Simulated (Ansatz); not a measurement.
```xyz
5
Lattice="4.1219 0.0000 0.0000 0.0000 4.2620 0.0000 0.0000 0.0000 4.1219" Properties=species:S:1:pos:R:3 pbc="T T T"
Ba     0.0000     0.0000     0.0000
Sn     2.0609     2.1310     2.0609
O      0.0000     2.1310     2.0609
O      2.0609     2.1310     0.0000
O      2.0609     0.0000     2.0609
```

No spin polarisation.

Calculations: Kohn–Sham DFT with the PBEsol functional, run in Ansatz (a quantum-chemistry and plane-wave program) with PAW and 420 eV plane waves, spin-orbit coupling left out. Settings: 8×8×8 k-points, 0.05 eV Fermi–Dirac smearing.

**Question.** Predict the smallest direct gap, gap character and band gap.

**Answer.** 
- Smallest direct gap = 0.94 eV
- Gap character = indirect, A → Γ
- Band gap = 0.44 eV

The cells carry an imposed strain or load. Stability against distortions was not tested. The cell was made from BaSnO₃ in the cubic perovskite structure (space group Pm-3m, No. 221) by this change: uniaxial strain ε_yy = +3.40 %.
